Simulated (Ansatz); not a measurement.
Independent-particle absorption of MoSe2 (P6_3/mmc, a = 3.276 Å, b = 3.276 Å, c = 12.732 Å, α = 90.00°, β = 90.00°, γ = 120.00°), no local fields or excitons, 0.1 eV broadening. The calculation used Ansatz 0.2.0, DFT PBE+D3(BJ), scalar-relativistic, plane waves, PAW.

Plane waves to 420 eV, a k mesh through Γ of 12×12×2 on the computed 6-atom cell and Gaussian smearing (0.02 eV); no spin polarisation. The spectrum is summed on a 18×18×3 mesh.

```
Mo Se
1.0
     3.27620    0.00000    0.00000
    -1.63810    2.83727    0.00000
     0.00000    0.00000   12.73177
Mo Se
2 4
Cartesian
  0.0000 1.8915 3.1829
  1.6381 0.9458 9.5488
  0.0000 1.8915 7.8743
  1.6381 0.9458 1.5084
  0.0000 1.8915 11.2234
  1.6381 0.9458 4.8575
```

(photon energy (eV), ε2,xx): (0.0, 0.00), (0.4, 0.00), (0.6, 0.00), (1.0, 0.00), (1.4, 0.45), (1.8, 11.64), (2.0, 16.50), (2.4, 22.89), (2.8, 28.39), (3.2, 18.39), (3.4, 15.02), (3.8, 20.04), (4.2, 15.98), (4.6, 13.19), (4.8, 13.22), (5.2, 10.61), (5.6, 8.91), (6.0, 6.70), (6.2, 6.18), (6.6, 4.67), (7.0, 3.73), (7.4, 2.81), (7.6, 2.32), (8.0, 2.22), (8.4, 3.44), (8.8, 3.91), (9.0, 4.31), (9.4, 4.83), (9.8, 5.97), (10.2, 5.22), (10.4, 5.06), (10.8, 5.22), (11.2, 4.10), (11.6, 3.76), (11.8, 3.12), (12.2, 2.46)

The strongest peak lies near 2.8 eV. ε∞ (xx, yy, zz) = 17.9, 17.9, 12.4.